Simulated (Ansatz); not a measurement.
Several faces are cut from this relaxed crystal of Bi2Te3:

```
Bi Te
1.0
     2.19115    1.26506   10.09800
    -2.19115    1.26506   10.09800
     0.00000   -2.53013   10.09800
Bi Te
2 3
Direct
  0.39987 0.39987 0.39987
  0.60013 0.60013 0.60013
  0.00000 0.00000 0.00000
  0.20995 0.20995 0.20995
  0.79005 0.79005 0.79005
```

Miller indices refer to the conventional cell, a = 4.382 Å, b = 4.382 Å, c = 30.294 Å, α = 90.00°, β = 90.00°, γ = 120.00°.

The calculation used DFT PBEsol, scalar-relativistic, plane waves, PAW (Ansatz). Cutoff 420 eV, Γ-centred meshes, Gaussian smearing of 0.05 eV, no spin polarisation.

All atoms of each slab relax at the bulk's in-plane cell, with a dipole correction; γ is the mean of a slab's two faces. Bonds are neighbours within 10 % of the shortest distances in the bulk.

(1) How do these faces compare: (001), ending in Te; (101), ending in Bi?

(2) Which shape does a crystal take in vacuum at zero temperature, if only these faces and their equivalents are allowed (Wulff construction)?

Faces whose slabs rebuild by over 0.8 Å, distort in their middle or lose their symmetry through the k mesh, and polar cuts of insulators, are left out. Of the terminations computed for a plane the cheapest is shown.

The slabs are thin, so differences under about 0.05 J/m² aren't settled, and faces are 1×1 cells, without the reconstructions that some real ones have. Spin-orbit coupling is left out, which matters for the bands of heavy elements.

Answers

(1) 
| face | planes | thickness (Å) | area (Å²) | cut bonds per Å² | γ as cut (J/m²) | γ relaxed (J/m²) |
| --- | --- | --- | --- | --- | --- | --- |
| (001), ending in Te | 10 | 17.6 | 16.63 | 0.000 | 0.09 | 0.09 |
| (101), ending in Bi | 15 | 10.5 | 44.60 | 0.135 | 0.91 | 0.69 |

(2) Shares of the surface area: (001) 80 %, (101) 20 %. Faces that weren't computed or are left out here could take a part.

The order follows the density of bonds that each cut crosses: the fewer, the cheaper the face.

The basal face is far cheaper because its cut runs through the gap between quintuple layers, where tellurium faces tellurium and no strong Bi–Te bond is broken. The surface atoms keep their bonding partners within the layer, so relaxation leaves the energy at 0.09 J/m². That the cost isn't zero reflects the residual attraction between layers. PBEsol has no explicit long-range dispersion term, so it probably underestimates this attraction.

The (101) cut instead severs polar-covalent bonds built mainly from Bi and Te p orbitals. The undercoordinated atoms left behind can shift and partly rebond, which lowers the energy from 0.91 to 0.69 J/m² but doesn't make up for the lost bonds.

The resulting shape is a flat platelet with broad basal faces and a narrow rim, in keeping with the easy basal cleavage and platy habit of Bi2Te3. A stronger interlayer attraction would thicken the platelet. With only two faces, the link to cut bonds is a plausible explanation rather than a tested scaling law.
